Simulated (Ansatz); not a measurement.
**Pd(111) / 3 layers Rh(111) / Pd(111): resistance against film thickness**

Wanted: interface resistance and thickness dependence for Pd(111) / 3 layers Rh(111) / Pd(111).

Calculated with Ansatz 0.2.0; Ansatz plane-wave DFT, LDA, PAW files; ballistic transport by layer matching (Landauer), zero bias; PAW set soft_1.

## (1) The starting structure

The cell holds 12 atoms: 9 Pd and 3 Rh. Cell: a = 2.751 Å, b = 2.751 Å, c = 26.509 Å, α = 90.0°, β = 90.0°, γ = 120.0°. It derives from Pd and Rh. Regions: lead, 9 atoms (9 Pd); films, 3 atoms (3 Rh). The structure is stacked along c, and the current runs across the ab planes.

## (2) With 3 layers

The film is laid into the lead at the lead's in-plane lattice, and the cell closes on the lead's own image. The mesh across the current, 30×30, is finer than the density's, because channels open and close sharply across the zone. Energies from -1 to 1 eV in steps of 0.036 eV cover the slope of the Fermi function at 300 K, so the program can form a conductance.

input.yaml reads:

```yaml
crystal:
  lattice:
    - [2.7505039575, 0.0, 0.0]
    - [-1.3752519787, 2.3820063004, 0.0]
    - [0.0, 0.0, 26.508785272]
  atoms:
    - { symbol: Pd, position: [0.0, 0.0, 0.0423591095] }
    - { symbol: Pd, position: [0.3333333333, 0.6666666667, 0.1270773286] }
    - { symbol: Pd, position: [0.6666666667, 0.3333333333, 0.2117955476] }
    - { symbol: Pd, position: [0.0, 0.0, 0.2965137666] }
    - { symbol: Rh, position: [0.3333333333, 0.6666666667, 0.3784622143] }
    - { symbol: Rh, position: [0.6666666667, 0.3333333333, 0.4576408905] }
    - { symbol: Rh, position: [0.0, 0.0, 0.5368195667] }
    - { symbol: Pd, position: [0.3333333333, 0.6666666667, 0.6187680143] }
    - { symbol: Pd, position: [0.6666666667, 0.3333333333, 0.7034862334] }
    - { symbol: Pd, position: [0.0, 0.0, 0.7882044524] }
    - { symbol: Pd, position: [0.3333333333, 0.6666666667, 0.8729226714] }
    - { symbol: Pd, position: [0.6666666667, 0.3333333333, 0.9576408905] }
kpoints:
  mp_grid: { grid: [16, 16, 1] }
hamiltonian:
  xc: lda
  pseudopotentials: { kind: paw, azcp: { folder: soft_1 }, xc_functional: pbe }
scf:
  occupations: { method: fermi_dirac, width: 0.1 }
output:
  transmission: { leads: [[0, 1]], kmesh: [30, 30], e_range: [-1.0, 1.0], de: 0.036 }
  write_potential: true
  write_density: true
  volumetric_format: npy
  elf: true
```

Command:

```console
> ansatz run input.yaml --threads 4 --pin off --max-ram 8192MiB --backend cpu --events-out ev --progress --plain --runs-dir out
```

Numbers of over 12 decimals in the logs are rounded to 6 here.

What it wrote:

```text
Engine: ansatz 0.2.0, aarch64-unknown-linux-gnu
Pseudopotentials: kind: paw
Pseudopotential: Pd, paw, valence charge 18, recommended cutoff 420 eV (normal), soft_1/Pd.paw.azcp
Pseudopotential: Rh, paw, valence charge 17, recommended cutoff 420 eV (normal), soft_1/Rh.paw.azcp
Functional definition: SPW92
  exchange = slater_x
  correlation = pw_c
Crystal: 12 atoms, lattice volume = 173.678 Å³
Basis set: ecut = 420 eV, 3395 PW (Γ)
Bands: 128, of which v1, the nominal top of the filled ones, is band 107 counted from 1 (106 counted from 0)
Symmetry: 12 space group operations
Space group: P-3m1 (ITA 164), of the structure as read, at distance tolerance 5.6e-5 Å
k-points: 30 of 256
Non-local potential: Pd, projectors of the file, l = 0: 2, l = 1: 2, l = 2: 2, l = 3: 1
Non-local potential: Rh, projectors of the file, l = 0: 3, l = 1: 2, l = 2: 2, l = 3: 1
PAW form: soft (Blöchl's): semilocal exchange-correlation on the pseudo side does not see the compensation charge
PAW frozen core: Pd, regenerated for the run's functional, and the local potential with it (the file was generated under x = pbe(κ = 0.804, μ = 0.219515), c = pbe(β = 0.066725))
PAW frozen core: Rh, regenerated for the run's functional, and the local potential with it (the file was generated under x = pbe(κ = 0.804, μ = 0.219515), c = pbe(β = 0.066725))
PAW one-centre angular grid: Pd, 590 points (default); XC on 64 Gauss nodes
PAW one-centre angular grid: Rh, 590 points (default); XC on 64 Gauss nodes
Initial density: superposition of atomic densities (chi_scale 0.1, normalization cell, long waves of neutral atoms (reshape's long-wave potential 4.27 eV rms, cloud 2.81 Å wide))
Initial wavefunctions: pseudopotential atomic-orbital guess
Functional: x = slater, c = lda
SCF iter   1: F=—  HF=-80460.770015 eV  |F-HF|=—  |Δ(HF+E_count)|=         —  Δρ=2.37e-1  dr2=1.63e3  ethr=3.10e-3  ⟨swp⟩=5.5  Hψ=13305  notcnv=0  defer=60
preconditioner: auto → Kerker (q_TF=auto, 2.823 Å⁻¹)  [metal: Δε(μ)=0.003 eV  Ē_g=8.086 eV  σ=0.100 eV  W_gap=0.01  n_scr=76 (ndim 8)  ℏωp=30.5 eV  f_vac=0.000  D(μ)=15.22/eV (n_scr^D=182)]
SCF iter   2: F=—  HF=-80441.523507 eV  |F-HF|=—  |Δ(HF+E_count)|=    1.92e1  Δρ=8.00e-2  dr2=1.09e2  ethr=3.10e-3  ⟨swp⟩=2.0  Hψ=7623  notcnv=0  defer=193
SCF iter   3: F=—  HF=-80438.256572 eV  |F-HF|=—  |Δ(HF+E_count)|=    3.27e0  Δρ=4.34e-2  dr2=1.11e1  ethr=3.10e-3  ⟨swp⟩=2.0  Hψ=6516  notcnv=0  defer=224
SCF iter   4: F=—  HF=-80437.860628 eV  |F-HF|=—  |Δ(HF+E_count)|=   3.96e-1  Δρ=2.23e-2  dr2=2.87e1  ethr=3.10e-3  ⟨swp⟩=2.0  Hψ=5389  notcnv=0  defer=230  recentre
SCF iter   5: F=—  HF=-80437.758713 eV  |F-HF|=—  |Δ(HF+E_count)|=   1.02e-1  Δρ=5.90e-3  dr2=6.41e-1  ethr=3.10e-3  ⟨swp⟩=1.0  Hψ=3609  notcnv=0  defer=230
SCF iter   6: F=—  HF=-80437.735396 eV  |F-HF|=—  |Δ(HF+E_count)|=   2.33e-2  Δρ=1.54e-3  dr2=1.84e-1  ethr=3.01e-4  ⟨swp⟩=1.0  Hψ=4086  notcnv=0  defer=231
SCF iter   7: F=—  HF=-80437.733374 eV  |F-HF|=—  |Δ(HF+E_count)|=   2.02e-3  Δρ=6.33e-4  dr2=3.25e-2  ethr=8.66e-5  ⟨swp⟩=1.0  Hψ=3964  notcnv=0  defer=231
SCF iter   8: F=—  HF=-80437.733252 eV  |F-HF|=—  |Δ(HF+E_count)|=   1.22e-4  Δρ=1.04e-4  dr2=1.66e-4  ethr=1.53e-5  ⟨swp⟩=1.0  Hψ=3609  notcnv=0  defer=231
SCF iter   9: F=—  HF=-80437.733253 eV  |F-HF|=—  |Δ(HF+E_count)|=   9.42e-7  Δρ=3.16e-5  dr2=1.46e-5  ethr=7.78e-8  ⟨swp⟩=1.0  Hψ=3609  notcnv=0  defer=231
SCF iter  10: F=—  HF=-80437.733246 eV  |F-HF|=—  |Δ(HF+E_count)|=   7.31e-6  Δρ=1.69e-5  dr2=1.17e-5  ethr=6.87e-9  ⟨swp⟩=1.0  Hψ=3609  notcnv=0  defer=231
SCF iter  11: F=—  HF=-80437.733246 eV  |F-HF|=—  |Δ(HF+E_count)|=   7.47e-8  Δρ=2.84e-6  dr2=2.42e-7  ethr=5.51e-9  ⟨swp⟩=1.0  Hψ=3609  notcnv=0  defer=231
SCF iter  12: F=-80437.733246 eV  HF=-80437.733246 eV  |F-HF|=6.01e-8  |Δ(HF+E_count)|=   3.96e-9  Δρ=1.35e-6  dr2=6.06e-8  ethr=4.69e-11  ⟨swp⟩=9.0  Hψ=10474  notcnv=0
SCF 1 converged in 12 iterations: F = -80437.733246 eV  dr2 = 6.06e-8
  greatest PAW one-centre occupation: 0.999 electrons in one spin orbital (limit 2), on the Pd atom at site 7 (counted from 0), in its partial waves of l = 0
transmission: 401 of 4004 steps passed
transmission: 801 of 4004 steps passed
[...]
transmission: 4004 of 4004 steps passed
SCF converged after 12 iterations
Free energy (F): -80437.733246 eV
Harris-Foulkes:  -80437.733246 eV  (|F-HF|=6.01e-8)
Internal energy: -80437.055804 eV  (E = F + TS)
E sigma→0 (E₀):  -80437.394525 eV
Entropy (-TS):   -0.677442 eV (-56.453 meV/atom)
Fermi energy:    20.033428 eV
--- Per-component energies (eV) ---
  E_band       = -1571.207686
  E_kinetic    = 5644.432666
  E_local      = -20941.849209  (includes V_loc(G=0)·N_el)
  E_nonlocal   = 4297.268086
  E_hartree    = 8246.434049
  E_xc         = -1842.591637
  E_vxc        = -2334.095122  (∫ρ·V_xc dr)
  E_paw        = -43584.572910  (= ΣΔE_a)
  E_vpaw       = -4729.832881  (= ΣTr[D̂ρ^β])
  E_aug_tail   = 0.001968  (compensation charges beyond the density's cutoff)
  E_ewald      = -32264.172870
  E_core_change = 7.994053  (= ΣΔE_core)
  E_smearing   = -0.677442  (= −TS)
  E_closure    = -0.000000  (closes the sum)
  Σ components = -80437.733246   (vs F -80437.733246, Δ=0.00e0)
--- Band table (eV; the first three rows and the last of 30) ---
  k-point 0: bands = [... 103 lower, 18.9723, 18.9723, 19.0084, 19.0084, 19.3863, 19.3863, 19.4743, 19.4743, ... 17 higher]
  k-point 1: bands = [... 103 lower, 18.9134, 19.0187, 19.0317, 19.0909, 19.1140, 19.2562, 19.3116, 19.4917, ... 17 higher]
  k-point 2: bands = [... 103 lower, 18.8927, 18.9075, 18.9788, 19.0053, 19.1707, 19.1958, 19.4084, 19.5984, ... 17 higher]
  k-point 29: bands = [... 103 lower, 19.8368, 19.9238, 20.2002, 20.2841, 20.4141, 24.9462, 25.0887, 25.1899, ... 17 higher]
--- Transmission ---
  basis      : 55 plane waves across, 44 finite elements along
  points     : 91, standing for a mesh of 30 x 30
  filling    : by the input's occupations and mesh, since the crystals that have channels conduct as metals do. If one of these is a semiconductor, that mesh has misplaced its level
  energies   : 56 from -1.000000 to 0.980000 eV about the Fermi level, 0.036000 eV apart; the leads are filled to 0.000000 eV, and channels, transmission and decay are at 0.008000 eV
  crystal 0  : Pd1, at the sites [0, 1], period 2.2458 Å, over 20.21 Å; its Hamiltonian steps by up to 3.1 meV
    offset         : up to 0.0000 Å between an atom of the period and one for which it stands
    filled         : 32.9 meV over the level at which it is neutral
    channels       : 1.301111e0 a spin
    conductance    : 1.6174e15 S/m² at 300 K; may be off by some 0.0 % by where its bands' edges are placed, 3.1 % from the k-mesh, 9.8 % from the distance to neutral
    slowest decay  : 0.1155 /Å at (0.3667, 0.2667)
  junction   : crystal 0 to crystal 0, -0.70 to 23.57 Å
    transmission   : 7.574336e-1 a spin
    conductance    : 9.2191e14 S/m² at 300 K (9.0228e14 on every other point, 9.2372e14 on every other energy)
    error estimate : 0.2 % from the energy spacing and 4.0 % from band edges of the leads and from resonances (wavevectors taken as independent; lower de), 3.6 % from the k-mesh, 3.6 % from the steps of its leads' Hamiltonians or their offsets (lay more layers), 8.1 % from the distance to neutral
    resistance     : 4.6648e-4 Ω µm² beyond half of each lead's own
```

It took 2.4 min on 4 threads of Arm Neoverse V1, shared host; peak memory 0.99 GiB; 7.5 min of CPU time.

This step gave:

```
free energy                                                                : -80437.7332 eV
energy at zero smearing                                                    : -80437.3945 eV
Fermi energy                                                               : 20.03 eV
cell area                                                                  : 6.552 Å²
step of the lead's potential                                               : 3.1 meV
ballistic conductance of the lead                                          : 1.62e15 S/m²
estimated errors of the lead's conductance                                 : 0, 3.1, 9.8 % (band edges, k-mesh, distance from neutral)
lead conductance per cell                                                  : 1.368 G₀
conductance of the junction                                                : 9.22e14 S/m²
junction conductance per cell                                              : 0.7796 G₀
estimated errors of the junction's conductance                             : 0.2, 4, 3.6, 3.6, 8.1 % (energy step, band edges, k-mesh, leads' steps, distance from neutral)
area resistance that the stack adds (contact term taken off, spin by spin) : 0.4665 fΩ m²
```

Per spin. The transmission, zone mean by energy, zero at the Fermi level:

energy (eV), transmission, zone mean and a bar from the least value:
```
   -1.000       1.35 ##############################
   -0.892       1.32 #############################
   -0.820       1.29 ############################
   -0.712       1.24 ##########################
   -0.640       1.27 ###########################
   -0.532       1.27 ###########################
   -0.424       1.27 ###########################
   -0.352       1.27 ###########################
   -0.244       1.17 ########################
   -0.136       1.06 ####################
   -0.064       0.92 ###############
    0.008       0.76 ##########
    0.044       0.70 ########
    0.116       0.63 #####
    0.224       0.55 ###
    0.332       0.47 
    0.404       0.47 
    0.512       0.51 ##
    0.620       0.52 ##
    0.692       0.54 ##
    0.800       0.57 ###
    0.872       0.57 ####
    0.980       0.58 ####
```

Per spin. The open channels, zone mean, lead by energy, zero at the Fermi level:

```tsv
energy (eV)	open channels, zone mean, lead
-1.000	1.77
-0.892	1.79
-0.820	1.77
-0.712	1.69
-0.640	1.8
-0.532	1.8
-0.424	1.85
-0.352	1.89
-0.244	1.9
-0.136	1.95
-0.064	1.68
0.008	1.30
0.044	1.22
0.116	0.968
0.224	0.754
0.332	0.508
0.404	0.521
0.512	0.548
0.620	0.554
0.692	0.574
0.800	0.588
0.872	0.601
0.980	0.63
```

Transmission over k1 and k2. At 0.0080 eV from the Fermi level.

Ten even steps from '0' (0.00) to '9' (1.85), each cell a mean:
```
346054333334414350123221223210
232352221112243530322110001112
544577644334467744543100000013
442379855555557984244310000013
332266875555556875422331100012
332145566555555765541233210012
432035555555555555554113432113
442145555555555555555432244213
342355555555555555555555325311
233476655555553355555556755032
443679876555551425555567896453
334057765555555225555555668514
200252455555555555555555556333
521354224555555555555555555225
432234421245555555555555553024
321112333125555655555565554023
321000123322557865555567755223
421000011343257975555556887324
431000000245446886554455797545
321100000122301643321112335511
201222111231105433333222335054
430444333344304350454333445314
```
Columns: k1 (b1) from -0.5 to 0.467; rows upwards: k2 (b2) from -0.5 to 0.467.

Open channels over k1 and k2. At 0.0080 eV from the Fermi level.

Ten even steps from '0' (0.00) to '9' (3.00), each cell a mean:
```
566334488834435663333453534333
344554433334435643333633334533
333668533333359663333630000353
436386643333336684543443100334
874344665333336664343883320334
993333366333333663333499633335
573333333533333533333337535553
335333333333333333333333533333
335343333333333333333333453333
443484443333333333333344664344
665676665533333333333566676566
555358655333333333333335559535
333335433333333333333333334353
333333533333333333333333333363
434443453333333433333433333335
854443697333335633333455333339
943302349833336663333366633339
553300135535457663333335667363
335300013533437685333333687543
333533333633334663443333446644
433353434533336643553666553366
653333689533336663333799533346
```
Columns: k1 (b1) from -0.5 to 0.467; rows upwards: k2 (b2) from -0.5 to 0.467.

ELF in the ca plane at fractional y = 0.000, with atoms of Pd and Rh within 0.2 Å of it. It is the smooth field of the valence electrons, not physical close to the nuclei.

Ten even steps from '0' (0.15) to '9' (0.75), each cell a mean:
```
22430100000000111332331111100011113799621100
44410011000011100244421111111111112466411111
22100123200123210022211123211123111122111232
00000244210134310000000144211134311111111343
11100133210133310011100133211134211111111233
44310012100012100134321112111111111354211121
33420000000000001343431111100011112688511100
11330110000000111421241111100011213799721110
```
Columns run along c (16.0 Å, from fractional 0.04 to 0.64 of the cell), rows up along a (2.8 Å). Atoms in or near the plane, at fractional coordinates: Pd at (0.04, 0.00), Pd at (0.30, 0.00), Rh at (0.54, 0.00).

Electrostatic potential energy in the ca plane at fractional y = 0.000, with atoms of Pd and Rh within 0.2 Å of it. With pseudopotentials it is smooth inside the atoms' cores, unlike the true potential.

Values in eV, 5 rows by 16 columns, each cell a mean:
```
-34  12  21  23  21  21 -13 -23  19  20  22  20   1 -40  11  20
  6  20   9  19  11  15  14  10  16   7  17   6  17   3  19   8
 19  21   0  16   5  11  21  20  13  -2  13  -3  19  18  20  -1
 -8  18  14  21  16  18   5  -2  18  13  19  13  12 -14  17  14
-42  10  22  23  22  21 -19 -30  19  22  23  21  -3 -46   8  22
```
Columns run along c (16.0 Å, from fractional 0.04 to 0.64 of the cell; values clipped at the 3rd and 97th percentile), rows up along a (2.8 Å). Atoms in or near the plane, at fractional coordinates: Pd at (0.04, 0.00), Pd at (0.30, 0.00), Rh at (0.54, 0.00).

Valence density in the ca plane at fractional y = 0.000, with atoms of Pd and Rh within 0.2 Å of it. It is the smooth field of the valence electrons, not physical close to the nuclei.

Values in e/Å³, 5 rows by 16 columns, each cell a mean:
```
 9  1  0  0  0  0  4  6  0  0  0  0  2  7  1  0
 1  0  1  0  1  1  1  1  0  1  0  1  0  1  0  1
 0  0  1  0  1  1  0  0  1  1  1  1  0  0  0  1
 3  0  1  0  0  0  1  2  0  1  0  1  1  3  0  1
12  1  0  0  0  0  6  8  0  0  0  0  2 10  1  0
```
Columns run along c (16.0 Å, from fractional 0.04 to 0.64 of the cell), rows up along a (2.8 Å). Atoms in or near the plane, at fractional coordinates: Pd at (0.04, 0.00), Pd at (0.30, 0.00), Rh at (0.54, 0.00).

The lead's potential steps by 3.1 meV from period to period, small in itself. The program estimates the junction's conductance to 3.6 % from the k-mesh, 8.1 % from the leads' distance from neutral and 3.6 % from their steps.

By hand: 1/G − 1/G_lead = 1/0.9219 − 1/1.617 = 0.466 fΩ m² with G in 10¹⁵ S/m².

## (3) With 5 layers, film layers 5

The stack now holds 5 film layers; the k-mesh follows the cell, and the energies span -0.27 to 0.27 eV.

System of this step: Pd(111) / 5 layers Rh(111) / Pd(111). The cell holds 15 atoms: 10 Pd and 5 Rh. Its edges and angles: a = 2.751 Å, b = 2.751 Å, c = 32.952 Å, α = 90.0°, β = 90.0°, γ = 120.0°. It derives from Pd and Rh. Regions: lead, 10 atoms (10 Pd); films, 5 atoms (5 Rh). The structure is stacked along c, and the current runs across the ab planes.

input.yaml reads:

```yaml
crystal:
  lattice:
    - [2.7505039575, 0.0, 0.0]
    - [-1.3752519787, 2.3820063004, 0.0]
    - [0.0, 0.0, 32.9524234013]
  atoms:
    - { symbol: Pd, position: [0.0, 0.0, 0.0340760534] }
    - { symbol: Pd, position: [0.3333333333, 0.6666666667, 0.1022281601] }
    - { symbol: Pd, position: [0.6666666667, 0.3333333333, 0.1703802669] }
    - { symbol: Pd, position: [0.0, 0.0, 0.2385323736] }
    - { symbol: Rh, position: [0.3333333333, 0.6666666667, 0.3044563202] }
    - { symbol: Rh, position: [0.6666666667, 0.3333333333, 0.3681521067] }
    - { symbol: Rh, position: [0.0, 0.0, 0.4318478933] }
    - { symbol: Rh, position: [0.3333333333, 0.6666666667, 0.4955436798] }
    - { symbol: Rh, position: [0.6666666667, 0.3333333333, 0.5592394663] }
    - { symbol: Pd, position: [0.0, 0.0, 0.6251634129] }
    - { symbol: Pd, position: [0.3333333333, 0.6666666667, 0.6933155197] }
    - { symbol: Pd, position: [0.6666666667, 0.3333333333, 0.7614676264] }
    - { symbol: Pd, position: [0.0, 0.0, 0.8296197331] }
    - { symbol: Pd, position: [0.3333333333, 0.6666666667, 0.8977718399] }
    - { symbol: Pd, position: [0.6666666667, 0.3333333333, 0.9659239466] }
kpoints:
  mp_grid: { grid: [16, 16, 1] }
hamiltonian:
  xc: lda
  pseudopotentials: { kind: paw, azcp: { folder: soft_1 }, xc_functional: pbe }
scf:
  occupations: { method: fermi_dirac, width: 0.1 }
output:
  transmission:
    leads: [[0, 1]]
    kmesh: [30, 30]
    e_range: [-0.27, 0.27]
    de: 0.036
  write_potential: true
  write_density: true
  volumetric_format: npy
```

What it wrote:

```text
[...]
Crystal: 15 atoms, lattice volume = 215.895 Å³
Basis set: ecut = 420 eV, 4245 PW (Γ)
Bands: 159, of which v1, the nominal top of the filled ones, is band 133 counted from 1 (132 counted from 0)
Symmetry: 12 space group operations
[...]
k-points: 30 of 256
[...]
--- Transmission ---
  basis      : 55 plane waves across, 55 finite elements along
  points     : 91, standing for a mesh of 30 x 30
[...]
filled         : 32.2 meV over the level at which it is neutral
    channels       : 1.274444e0 a spin
[...]
slowest decay  : 0.1253 /Å at (0.3667, 0.2667)
  junction   : crystal 0 to crystal 0, -1.55 to 29.16 Å
    transmission   : 7.119906e-1 a spin
[...]
resistance     : 5.1083e-4 Ω µm² beyond half of each lead's own
[key lines of the parts left out:]
SCF converged after 12 iterations
Free energy (F): -99839.661183 eV
Fermi energy:    20.243948 eV
```

Run time: 1.7 min. Hardware: 4 threads; peak memory 1.4 GiB; 5.5 min of CPU time.

This step gave:

- free energy: -99839.6612 eV
- energy at zero smearing: -99839.2388 eV
- Fermi energy: 20.24 eV
- step of the lead's potential: 1.8 meV
- estimated errors of the lead's conductance: 0, 3.1, 9.6 % (band edges, k-mesh, distance from neutral)
- lead conductance per cell: 1.371 G₀
- conductance of the junction: 8.87e14 S/m²
- junction conductance per cell: 0.7498 G₀
- estimated errors of the junction's conductance: 0, 4.4, 4.5, 2.5, 7.4 % (energy step, band edges, k-mesh, leads' steps, distance from neutral)
- area resistance that the stack adds (contact term taken off, spin by spin): 0.5108 fΩ m²

Per spin. Table of transmission, zone mean by energy, zero at the Fermi level:

```tsv
energy (eV)	transmission, zone mean
-0.270	1.13
-0.234	1.13
-0.198	1.11
-0.162	1.05
-0.126	0.962
-0.090	0.893
-0.054	0.835
-0.018	0.791
0.018	0.712
0.054	0.649
0.090	0.583
0.126	0.580
0.162	0.540
0.198	0.511
0.234	0.490
0.270	0.463
```

The conductance of the junction is 8.9e14 S/m², 3.8 % under the 9.2e14 S/m² of the last finished run, within the error estimates, leads' steps apart, of 8.1 and 7.4 %.

[end of part 1 of 3]

[Logs are printed without paths, hosts, clocks, repeated set-up lines and the standing remarks that a program may print on its own settings, such as how far it seeks lower states.]

[Hosts, paths, dates, database ids (printed as entryN), source tags and the programs' standing remarks are cut or masked in the printed files.]
